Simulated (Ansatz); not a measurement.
**Sn in Ansatz: the effect of functional**

Sn:

```
CELL_PARAMETERS angstrom
-1.70320 1.75155 2.30674
1.70320 -1.75155 2.30674
1.70320 1.75155 -2.30674
ATOMIC_POSITIONS crystal
Sn 0.00000 0.00000 0.00000
```

This isn't the form of Sn at room conditions, which is tetragonal (white tin).

The cell isn't the ideal one: volume scaled by 0.96.

Alike in all runs:

* Program: Ansatz 0.2.0
* Task: single point
* Potentials or basis: Ansatz PAW
* k mesh: 11 × 11 × 11
* Occupations: fermi-dirac, width 0.05 eV
* Spin: no spin polarisation

```csv
functional,cutoff,pressure (GPa)
LDA,420 eV (not typed: the program's choice for these potentials),-3.2
PBEsol,420 eV (not typed: the program's choice for these potentials),-1.8
r2SCAN,500 eV (not typed: the program's choice for these potentials),?
```

Q: What does the run with functional r2SCAN give?

A: Pressure -0.3 GPa.

Caveats: the PAW data sets come from PBE, with cores solved anew for the run's functional, which leaves a small shift of forces and pressure.

Runs at the PBE level aren't shown here.
